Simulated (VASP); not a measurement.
Wanted: the native input for a VASP 6.6.1 run.

```
Task                   : single point
Functional             : PBEsol
Potentials or basis    : VASP PAW PBE potentials, release 64 (Na_pv, H)
Cutoff                 : 520 eV
k mesh                 : 8 × 8 × 8
Occupations            : gaussian, width 0.5 eV
Spin                   : no spin polarisation
Further INCAR settings : ALGO = Fast; EDIFF = 1e-06
```

The structure of NaH lies in POSCAR:

```
NaH
1.0
    0.0000000000      2.3939900000      2.3939900000
    2.3939900000      0.0000000000      2.3939900000
    2.3939900000      2.3939900000      0.0000000000
Na H
1 1
Direct
    0.0000000000      0.0000000000      1.0000000000
    0.5000000000      0.5000000000      0.5000000000
```

The cell is a database's computed one.

The input as run:

INCAR

```
  PREC = Accurate
  ENCUT = 520
  EDIFF = 1E-6
  ISMEAR = 0
  SIGMA = 0.5
  LREAL = False
  LASPH = True
  NELM = 80
  ALGO = Fast
  ISIF = 2
  LWAVE = False
  LCHARG = False
  GGA = PS
```

KPOINTS

```
regular mesh
0
Gamma
  8 8 8
```

Potentials or basis: VASP PAW PBE potentials, release 64 (Na_pv, H).

Launch:

```console
$ cat potpaw_PBE.64/Na_pv/POTCAR potpaw_PBE.64/H/POTCAR > POTCAR
$ mpirun -np 1 vasp_std > vasp.out
```

It gave:

```
Pressure               : 0.1 GPa
Band gap on the k mesh : 3.61 eV, indirect (least direct gap 4.52 eV)
```

Caveat: the PAW data sets were made with another functional, which shifts forces and pressure a little.

It took 7.6 s on 1 thread of Intel(R) Xeon(R) Platinum 8488C (Sapphire Rapids) (shared host), peak memory 0.14 GiB.
